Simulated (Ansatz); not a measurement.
The system is FeO (Wuestite).

```
Fe O
1.0
     0.00000    2.15540    2.15540
     2.15540    0.00000    2.15540
     2.15540    2.15540    0.00000
Fe O
1 1
Cartesian
  0.0000 0.0000 0.0000
  2.1554 2.1554 2.1554
```

Base run:

- Program: Ansatz 0.2.0
- Functional: PBEsol
- Potentials or basis: all-electron LAPW, scalar-relativistic
- Cutoff: 349 eV (chosen from the basis error)
- Basis error allowed: 0.001 eV/atom
- k mesh: 11 × 11 × 11
- Occupations: fermi-dirac, width 0.05 eV
- Spin: collinear spin, ferromagnetic start
- Starting moments: [3.0, 0.0] μB

Its results: band gap on the k mesh none (metal or under the smearing width); pressure -8.6 GPa.

Q: The run is repeated on the same cell with these changes: spin from collinear spin, ferromagnetic start to no spin polarisation. What comes out?

A: Band gap on the k mesh none (metal or under the smearing width); pressure -33.9 GPa.

Caveats: semilocal functionals often make such compounds metallic where correlation or magnetic order opens a gap, which also shifts bond lengths; a cell with one magnetic atom can't hold antiferromagnetic order, which such compounds often take (some runs); a pressure of tens of GPa on the cell as given is suspect, and the run, the potentials or the cell itself is likely at fault (some runs).
